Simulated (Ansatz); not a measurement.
Crystal: MnO.

```
Mn O
1.0
     0.00000    2.22391    2.22391
     2.22391    0.00000    2.22391
     2.22391    2.22391    0.00000
Mn O
1 1
Cartesian
  0.0000 0.0000 0.0000
  2.2239 2.2239 2.2239
```

The cell is a database's computed one.

Base run:

```yaml
Program: Ansatz 0.2.0
Functional: PBEsol
Potentials_or_basis: Ansatz PAW
Cutoff: "420 eV (not typed: the program's choice for these potentials)"
k_mesh: 10 × 10 × 10
Occupations: fermi-dirac, width 0.05 eV
Spin: collinear spin, ferromagnetic start
Starting_moments: "[4.0, 0.0] μB"
Hubbard_terms: Mn d U = 8 eV
```

Its results: band gap on the k mesh 0.54 eV, indirect (least direct gap 2.40 eV); pressure 7.4 GPa; net moment 5.00 μB per cell; site moments Mn +4.33; O +0.10 μB.

Problem. The run is repeated on the same cell with these changes: hubbard terms from Mn d U = 8 eV to Mn d U = 6 eV. What comes out?

Solution. Band gap on the k mesh 0.32 eV, indirect (least direct gap 2.43 eV); pressure 5.1 GPa; net moment 5.00 μB per cell; site moments Mn +4.30; O +0.14 μB.

Caveats: the magnetic or orbital state may not be the lowest; a cell with one magnetic atom can't hold antiferromagnetic order, which such compounds often take; the PAW data sets come from PBE, with cores solved anew for the run's functional, which leaves a small shift of forces and pressure.
